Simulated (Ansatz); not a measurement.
# CsH (Fm-3m) in Ansatz: notebook

Runs on CsH. Level: LDA. Tasks: single point, equation of state.

All numbers are computed with Ansatz 0.2.0; they aren't measurements. Logs are shortened: lines on timing, memory, paths and dates and some standing lists are left out, and cuts for length are marked.

## 1. Starting point

Symmetry: Fm-3m, No. 225, cubic system. Conventional cell: a = 6.376 Å, b = 6.376 Å, c = 6.376 Å, α = 90.00°, β = 90.00°, γ = 90.00°. Cs (site symmetry m-3m) is surrounded by 6 H at 3.19 Å. H (site symmetry m-3m) is surrounded by 6 Cs at 3.19 Å.

## 2. Single point, LDA, 30.46 Å³/atom (volume scaled by 0.94)

input.yaml reads:

```yaml
crystal:
  lattice:
    - [0.0, 3.1229205146, 3.1229205146]
    - [3.1229205146, 0.0, 3.1229205146]
    - [3.1229205146, 3.1229205146, 0.0]
  atoms:
    - { symbol: Cs, position: [0.0, 0.0, 0.0] }
    - { symbol: H, position: [0.5, 0.5, 0.5] }
kpoints:
  mp_grid: { grid: [7, 7, 7] }
scf:
  occupations: { method: fermi_dirac, width: 0.05 }
hamiltonian:
  xc: lda
  pseudopotentials: { kind: all_electron, lapw: { basis_error: 0.001 } }
output:
  forces: true
  stress: true
  eigenvalues: true
```

Potentials or basis: all-electron LAPW, scalar-relativistic.

On the command line:

```sh
> ansatz run input.yaml --threads 1 --pin off --max-ram 3072MiB --backend cpu --events-out ev --progress --plain --runs-dir out
```

The program printed:

```text
Warning: RAYON_NUM_THREADS=1 ignored (pool sized by the plan → 1); use --threads N
LAPW: plane waves up to 5.181 Å⁻¹, error target 1.0e-3 eV per atom; small_component_spin mean_spin; H in spheres of 1.238 Å, 1 of its electrons in bands, Dirac shells []; Cs in spheres of 1.885 Å, 25 of its electrons in bands, Dirac shells [] (how accurate: hamiltonian.pseudopotentials.lapw.basis_error, Limitations)
Engine: ansatz 0.2.0, x86_64-unknown-linux-gnu
Pseudopotentials: kind: all_electron
Pseudopotential: Cs, LAPW, valence charge 25, lapw/all_electron/scalar/gaussian/Cs, Koelling and Harmon's equation, gaussian nucleus
Pseudopotential: H, LAPW, valence charge 1, lapw/all_electron/scalar/gaussian/H, Koelling and Harmon's equation, gaussian nucleus
Functional definition: SPW92
  exchange = slater_x
  correlation = pw_c
Crystal: 2 atoms, lattice volume = 60.913 Å³
Basis set: ecut = 102.27035295832765 eV, 137 PW (Γ), exchange–correlation at level 2
Bands: 17, of which v1, the nominal top of the filled ones, is band 13 counted from 1 (12 counted from 0)
Symmetry: 48 space group operations
Space group: Fm-3m (ITA 225), of the structure as read, at distance tolerance 3.9e-5 Å
k-points: 20 of 343
Non-local potential: Cs, projectors of the file, none
Non-local potential: H, projectors of the file, none
Initial density: superposition of atomic densities (chi_scale 0.1, normalization cell, long waves kept (reshape's long-wave potential 0.00 eV rms))
Initial wavefunctions: plane waves of lowest kinetic energy (no species holds an atomic orbital)
Functional: x = slater, c = lda
iter 1 solved again at ethr=4.06e-3 eV; its pass at ethr=1.00e-1 eV (dr2=1.06e0 eV) is discarded
SCF iter   1: F=—  HF=-211736.687500 eV  |F-HF|=—  |Δ(HF+E_count)|=         —  Δρ=2.72e-2  dr2=1.05e0  ethr=4.06e-3  ⟨swp⟩=2.1  Hψ=2154  notcnv=0
preconditioner: auto → none  [insulator: Δε(μ)=3.803 eV  Ē_g=11.269 eV  σ=0.050 eV  W_gap=1.00  n_scr=14 (ndim 8)  ℏωp=13.5 eV  f_vac=0.000  D(μ)=0.00/eV (n_scr^D=0)  ε∞_Penn≈2.4]
iter 2 solved again at ethr=1.89e-4 eV; its pass at ethr=4.06e-3 eV (dr2=4.92e-2 eV) is discarded
SCF iter   2: F=—  HF=-211735.889350 eV  |F-HF|=—  |Δ(HF+E_count)|=   7.98e-1  Δρ=5.76e-3  dr2=4.92e-2  ethr=1.89e-4  ⟨swp⟩=2.0  Hψ=1806  notcnv=0
SCF iter   3: F=—  HF=-211735.881927 eV  |F-HF|=—  |Δ(HF+E_count)|=         —  Δρ=1.62e-3  dr2=3.50e-3  ethr=1.89e-4  ⟨swp⟩=2.0  Hψ=1138  notcnv=0
the basis was enlarged: its passes take 842.1 KiB over the memory plan, 1 of 1 planned eigensolver slots
SCF iter   4: F=—  HF=-211735.883292 eV  |F-HF|=—  |Δ(HF+E_count)|=   1.36e-3  Δρ=3.45e-4  dr2=1.55e-4  ethr=1.35e-5  ⟨swp⟩=2.0  Hψ=1112  notcnv=0
SCF iter   5: F=—  HF=-211735.883316 eV  |F-HF|=—  |Δ(HF+E_count)|=   2.43e-5  Δρ=3.01e-5  dr2=1.21e-6  ethr=5.96e-7  ⟨swp⟩=2.2  Hψ=1105  notcnv=0
SCF iter   6: F=-211735.883317 eV  HF=-211735.883317 eV  |F-HF|=2.97e-9  |Δ(HF+E_count)|=   4.75e-7  Δρ=3.77e-6  dr2=1.54e-8  ethr=4.66e-9  ⟨swp⟩=3.0  Hψ=1120  notcnv=0
SCF 1 converged in 6 iterations: F = -211735.883317 eV  dr2 = 1.54e-8
SCF converged after 6 iterations
Free energy (F): -211735.883317 eV
Harris-Foulkes:  -211735.883317 eV  (|F-HF|=2.97e-9)
Internal energy: -211735.883317 eV  (E = F + TS)
E sigma→0 (E₀):  -211735.883317 eV
Fermi energy:    6.612382 eV
--- Per-component energies (eV) ---
  E_band       = -1563.619445
  E_kinetic    = 225031.336772
  E_xc         = -5082.773131
  E_electrostatic = -431684.446958  (all electrons and nuclei)
  E_smearing   = -0.000000  (= −TS)
  E_closure    = 0.000000  (closes the sum)
  E_atoms      = -211730.969505  (free atoms, spherical and without spin; not in F)
  Σ components = -211735.883317   (vs F -211735.883317, Δ=0.00e0)
  Basis errors (estimates in eV, not in F): energy 3.0e-4 per atom: plane waves 2.7e-4 (1.4e-4 summed), levels above the bands 4.9e-49, relativity 1.4e-9, radial functions 2.7e-5, core shells 7.7e-7; eigenvalues (radial functions only) 9.8e-5; not estimated: angular momenta, meshes, grids; target (lapw.basis_error) 1.0e-3; muffin-tin radii H 1.238 Å, Cs 1.885 Å
--- Forces (eV/Å), atoms counted from 1 ---
  atom   1  Cs     0.00000000    -0.00000000     0.00000000
  atom   2  H      0.00000000     0.00000000     0.00000000
  max |Σ_I F_I| component: 3.62e-31 eV/Å
--- Stress (GPa, compression-positive) ---
       -0.756689      -0.000000       0.000000
       -0.000000      -0.756689       0.000000
        0.000000       0.000000      -0.756689
  P = ⅓ Tr σ = -0.7567 GPa (-7.567 kbar)
--- Band table (eV; the first three rows and the last of 20) ---
  k-point 0: bands = ["-149.2192", "-149.2192", "-149.2192", "-63.0774", "-63.0774", "-63.0774", "-63.0728", "-63.0728", "-15.8863", "-2.1989", "-2.1989", "-2.1989", "3.6556", "10.6549", "10.6549", "10.6549", "11.5378"]
  k-point 1: bands = ["-149.2192", "-149.2192", "-149.2192", "-63.0774", "-63.0774", "-63.0774", "-63.0728", "-63.0728", "-15.8675", "-2.4265", "-2.2209", "-2.2209", "4.0132", "9.9582", "10.7934", "10.7934", "11.2458"]
  k-point 2: bands = ["-149.2192", "-149.2192", "-149.2192", "-63.0774", "-63.0774", "-63.0774", "-63.0728", "-63.0728", "-15.8248", "-2.8750", "-2.2694", "-2.2694", "4.8014", "8.6656", "10.5925", "10.5925", "11.4929"]
  k-point 19: bands = ["-149.2192", "-149.2192", "-149.2192", "-63.0774", "-63.0774", "-63.0774", "-63.0728", "-63.0728", "-15.7547", "-2.8586", "-2.8290", "-2.5171", "4.8263", "9.1117", "9.8665", "10.9604", "13.3206"]
```

Wall time 2.1 s (1 thread of AMD EPYC 7R43 (Zen 3), shared host); peak memory 0.25 GiB.

What came out:

* Free energy: -211735.8833 eV
* Pressure: -0.8 GPa
* Band gap on the k mesh: 2.17 eV, direct

Caveat: spin-orbit coupling is left out, which moves the levels of the heavy elements; an odd mesh through Γ misses points on the zone boundary, where band edges often lie.

## 3. Single point, LDA, 31.10 Å³/atom (volume scaled by 0.96)

input.yaml, as its differences from that of step 2:

```diff
@@ -2,5 +2,5 @@
   lattice:
-    - [0.0, 3.1229205146, 3.1229205146]
-    - [3.1229205146, 0.0, 3.1229205146]
-    - [3.1229205146, 3.1229205146, 0.0]
+    - [0.0, 3.1449136372, 3.1449136372]
+    - [3.1449136372, 0.0, 3.1449136372]
+    - [3.1449136372, 3.1449136372, 0.0]
   atoms:
```

Potentials or basis: all-electron LAPW, scalar-relativistic.

On the command line:

```sh
> ansatz run input.yaml --threads 1 --pin off --max-ram 3072MiB --backend cpu --events-out ev --progress --plain --runs-dir out
```

It took 2.1 s on 1 thread of AMD EPYC 7R43 (Zen 3), shared host; peak memory 0.25 GiB.

Results (log left out):

```
Free energy            : -211735.8764 eV
Pressure               : -0.9 GPa
Band gap on the k mesh : 2.19 eV, direct
```

Caveat: spin-orbit coupling is left out, which moves the levels of the heavy elements; an odd mesh through Γ misses points on the zone boundary, where band edges often lie.

## 4. Single point, LDA, 31.75 Å³/atom (volume scaled by 0.98)

input.yaml, as its differences from that of step 3:

```diff
@@ -2,5 +2,5 @@
   lattice:
-    - [0.0, 3.1449136372, 3.1449136372]
-    - [3.1449136372, 0.0, 3.1449136372]
-    - [3.1449136372, 3.1449136372, 0.0]
+    - [0.0, 3.1666033822, 3.1666033822]
+    - [3.1666033822, 0.0, 3.1666033822]
+    - [3.1666033822, 3.1666033822, 0.0]
   atoms:
```

On the command line:

```sh
> ansatz run input.yaml --threads 1 --pin off --max-ram 3072MiB --backend cpu --events-out ev --progress --plain --runs-dir out
```

It took 1.7 s on 1 thread of AMD EPYC 7R43 (Zen 3), shared host; peak memory 0.25 GiB.

Results (log left out):

* Free energy: -211735.8682 eV
* Pressure: -1.1 GPa
* Band gap on the k mesh: 2.21 eV, direct

Caveat: spin-orbit coupling is left out, which moves the levels of the heavy elements; an odd mesh through Γ misses points on the zone boundary, where band edges often lie.

## 5. Single point, LDA, 32.40 Å³/atom

input.yaml, as its differences from that of step 4:

```diff
@@ -2,5 +2,5 @@
   lattice:
-    - [0.0, 3.1666033822, 3.1666033822]
-    - [3.1666033822, 0.0, 3.1666033822]
-    - [3.1666033822, 3.1666033822, 0.0]
+    - [0.0, 3.188, 3.188]
+    - [3.188, 0.0, 3.188]
+    - [3.188, 3.188, 0.0]
   atoms:
```

On the command line:

```sh
> ansatz run input.yaml --threads 1 --pin off --max-ram 3072MiB --backend cpu --events-out ev --progress --plain --runs-dir out
```

Run time: 1.6 s. Hardware: 1 thread of AMD EPYC 7R43 (Zen 3), shared host; peak memory 0.25 GiB.

It converged, with:

```yaml
Free_energy: -211735.8586 eV
Pressure: -1.3 GPa
Band_gap_on_the_k_mesh: 2.23 eV, direct
```

Caveat: spin-orbit coupling is left out, which moves the levels of the heavy elements; an odd mesh through Γ misses points on the zone boundary, where band edges often lie.

## 6. Single point, LDA, 33.05 Å³/atom (volume scaled by 1.02)

input.yaml, as its differences from that of step 5:

```diff
@@ -2,5 +2,5 @@
   lattice:
-    - [0.0, 3.188, 3.188]
-    - [3.188, 0.0, 3.188]
-    - [3.188, 3.188, 0.0]
+    - [0.0, 3.2091131981, 3.2091131981]
+    - [3.2091131981, 0.0, 3.2091131981]
+    - [3.2091131981, 3.2091131981, 0.0]
   atoms:
```

Potentials or basis: all-electron LAPW, scalar-relativistic.

On the command line:

```sh
> ansatz run input.yaml --threads 1 --pin off --max-ram 3072MiB --backend cpu --events-out ev --progress --plain --runs-dir out
```

Run time: 1.9 s. Hardware: 1 thread of AMD EPYC 7R43 (Zen 3), shared host; peak memory 0.25 GiB.

The run converged. Its results:

```yaml
Free_energy: -211735.8479 eV
Pressure: -1.4 GPa
Band_gap_on_the_k_mesh: 2.25 eV, direct
```

Caveat: spin-orbit coupling is left out, which moves the levels of the heavy elements; an odd mesh through Γ misses points on the zone boundary, where band edges often lie.

## 7. Single point, LDA, 33.70 Å³/atom (volume scaled by 1.04)

input.yaml, as its differences from that of step 6:

```diff
@@ -2,5 +2,5 @@
   lattice:
-    - [0.0, 3.2091131981, 3.2091131981]
-    - [3.2091131981, 0.0, 3.2091131981]
-    - [3.2091131981, 3.2091131981, 0.0]
+    - [0.0, 3.2299521794, 3.2299521794]
+    - [3.2299521794, 0.0, 3.2299521794]
+    - [3.2299521794, 3.2299521794, 0.0]
   atoms:
```

On the command line:

```sh
> ansatz run input.yaml --threads 1 --pin off --max-ram 3072MiB --backend cpu --events-out ev --progress --plain --runs-dir out
```

Run time: 2.3 s. Hardware: 1 thread of AMD EPYC 7R43 (Zen 3), shared host; peak memory 0.26 GiB.

Results (log left out):

| Property | Result |
| --- | --- |
| Free energy | -211735.8363 eV |
| Pressure | -1.5 GPa |
| Band gap on the k mesh | 2.27 eV, direct |

Caveat: spin-orbit coupling is left out, which moves the levels of the heavy elements; an odd mesh through Γ misses points on the zone boundary, where band edges often lie.

## 8. Single point, LDA, 34.34 Å³/atom (volume scaled by 1.06)

input.yaml, as its differences from that of step 7:

```diff
@@ -2,5 +2,5 @@
   lattice:
-    - [0.0, 3.2299521794, 3.2299521794]
-    - [3.2299521794, 0.0, 3.2299521794]
-    - [3.2299521794, 3.2299521794, 0.0]
+    - [0.0, 3.2505256779, 3.2505256779]
+    - [3.2505256779, 0.0, 3.2505256779]
+    - [3.2505256779, 3.2505256779, 0.0]
   atoms:
```

On the command line:

```sh
> ansatz run input.yaml --threads 1 --pin off --max-ram 3072MiB --backend cpu --events-out ev --progress --plain --runs-dir out
```

Wall time 1.9 s (1 thread of AMD EPYC 7R43 (Zen 3), shared host); peak memory 0.23 GiB.

The run converged. Its results:

| Quantity | Value |
| --- | --- |
| Free energy | -211735.8237 eV |
| Pressure | -1.6 GPa |
| Band gap on the k mesh | 2.29 eV, direct |

Caveat: spin-orbit coupling is left out, which moves the levels of the heavy elements; an odd mesh through Γ misses points on the zone boundary, where band edges often lie.

## 9. Equation of state, LDA

Potentials or basis: all-electron LAPW, scalar-relativistic.

This step only gathers the single runs of the series.

Results:

```
Equilibrium volume : 28.35 Å³/atom (rough: see the caveat)
Bulk modulus       : 12.1 GPa (rough)
```

Energy against volume, from the lowest point:
```
volume (Å³/atom)  energy (meV/atom)
          30.457               0.00
          31.105               3.44
          31.753               7.58
          32.401              12.35
          33.049              17.69
          33.697              23.53
          34.345              29.83
```

Caveat: the minimum lies outside the volumes run. The run has no spin-orbit coupling, so splittings on Cs are missing.
